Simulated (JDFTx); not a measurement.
The system is Hg.

```
Hg
1.0
    -1.87674    1.87674    1.91684
     1.87674   -1.87674    1.91684
     1.87674    1.87674   -1.91684
Hg
1
Direct
  0.50000 0.50000 0.00000
```

| Item | Value |
| --- | --- |
| Program | JDFTx 1.7.0 (patched build) |
| Task | single point |
| Functional | PBE |
| Potentials or basis | PseudoDojo-SR-PBE-0.5-standard |
| Cutoff | 898 eV |
| Density cutoff | 3592 eV |
| k mesh | 10 × 10 × 10 |
| Occupations | fermi-dirac, width 0.05 eV |
| Spin | no spin polarisation |

On this cell: pressure 1.3 GPa; band gap on the k mesh none (metal or under the smearing width).

The same run follows on a disturbed copy (cell strained at random at fixed volume):

```
Hg
1.0
    -1.91296    1.85608    1.92149
     1.87501   -1.89581    1.92322
     1.89161    1.87446   -1.96038
Hg
1
Direct
  0.49875 0.49348 0.99515
```

Problem. What changes?

Solution. The energy (extrapolated to zero smearing) moves by +0.1 meV/atom; pressure 1.3 GPa; band gap on the k mesh none (metal or under the smearing width).

Stress tensor (GPa, compression positive):
```
1.32 0.04 0.13
0.04 1.11 0.13
0.13 0.13 1.40
```
